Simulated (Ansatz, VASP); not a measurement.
**One calculation of InP, two programs**

POSCAR

```
InP
1.0
    0.0000000000      2.9791902107      2.9250818287
    2.9791902107      0.0000000000      2.9250818287
    2.9791902107      2.9791902107      0.0000000000
In P
1 1
Direct
    0.0000000000      0.0000000000      0.0000000000
    0.2500000000      0.2500000000      0.2500000000
```

INCAR.step1

```
SYSTEM = InP
ALGO = Normal ; EDIFF = 1E-4
ENCUT = 520 ; GGA = PE
ISMEAR = 0 ; LASPH = .True.
LCHARG = .False. ; LREAL = .False.
LWAVE = .True. ; NBANDS = 16
NELM = 100 ; PREC = Accurate
SIGMA = 0.01
```

INCAR.step2

```
SYSTEM = InP
ALGO = Normal ; EDIFF = 1E-6
ENCUT = 520 ; ISIF = 2
ISMEAR = 0 ; ISTART = 1
LASPH = .True. ; LCHARG = .False.
LMIXTAU = .True. ; LREAL = .False.
LWAVE = .False. ; METAGGA = R2SCAN
NBANDS = 16 ; NELM = 100
PREC = Accurate ; SIGMA = 0.01
```

The input KPOINTS:

```
k-points
0
Gamma
  8 8 8
  0 0 0
```

Input for Ansatz:

```yaml
crystal:
  lattice:
    - [0.0, 2.9791902107, 2.9250818287]
    - [2.9791902107, 0.0, 2.9250818287]
    - [2.9791902107, 2.9791902107, 0.0]
  atoms:
    - { symbol: In, position: [0.0, 0.0, 0.0] }
    - { symbol: P, position: [0.25, 0.25, 0.25] }
kpoints:
  mp_grid: { grid: [8, 8, 8] }
  band_path:
    path:
      - [0.0, 0.0, 0.0]
      - [-0.5, -0.5, 0.0]
      - [-0.375, -0.375, 0.25]
      - [-0.375, 0.0, 0.375]
      - [0.0, 0.0, 0.5]
      - [-0.5, -0.25, 0.25]
    npoints: 1
hamiltonian:
  xc: r2scan
scf:
  occupations: { method: fixed }
  n_extra_bands: 4
output:
  forces: true
  stress: true
  eigenvalues: true
```

Change from the starting cell: epitaxial_xy strain +0.9%.

Alike in both runs: task single point; functional r2SCAN; k mesh 8 × 8 × 8; no spin polarisation.

```csv
,VASP,Ansatz
version,VASP 6.6.1,Ansatz 0.2.0
potentials or method,"VASP PAW PBE potentials, release 64 (In_d, P)","plane waves, PAW"
plane-wave cutoff (eV),520,500
occupations,"gaussian, width 0.01 eV",fixed
valence electrons in the cell,18,18
```

|  | VASP | Ansatz | Ansatz less VASP |
| --- | --- | --- | --- |
| gap on the k mesh at the Fermi level (eV) | 0.93 | 0.92 | -0.003 |
| pressure (GPa) | -0.6 | -0.5 | +0.10 |
| largest component of the traceless stress (GPa) | 0.53 | 0.53 | -0.005 |

Caveats: the PAW data sets were made with another functional, which shifts forces and pressure a little (VASP); spin-orbit coupling is left out, which moves the levels of the heavy elements.
